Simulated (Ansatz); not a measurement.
# AgCl: stable or not

The structure comes from a generated guess, relaxed at this level; another structure or a mixture of phases may lie lower.

Method: DFT PBE, scalar-relativistic, plane waves, PAW in Ansatz 0.2.0. Cutoff 420 eV, Γ-centred 10×10×10 mesh (2-atom cell), Gaussian smearing of 0.02 eV, no spin polarisation.

```yaml
crystal:
  lattice:
    - [-2.14824, 2.14824, 3.01181]
    - [2.14824, -2.14824, 3.01181]
    - [2.14824, 2.14824, -3.01181]
  atoms:
    - { symbol: Ag, position: [0.25000, 0.75000, 0.50000] }
    - { symbol: Cl, position: [0.00000, 0.00000, 0.00000] }
```

Formation energies are uncorrected and refer to the elements' standard structures at the same level (Cl₂ as a molecule).

**Question.** These tests were run: energy against the elements; phonons at Γ; elastic tensor. What do they show?

**Answer.**

```
                       test                        result
energy against the elements                −0.476 eV/atom
               phonons at Γ  lowest optical mode 119 cm⁻¹
             elastic tensor        least eigenvalue 2 GPa
```

It fails none of these tests. Other phases of the system weren't compared here, so this isn't yet thermodynamic stability. Phonons away from Γ weren't computed.

The run for the phonons used a 10×10×10 k mesh. The run for the elastic tensor used a 10×10×10 k mesh.
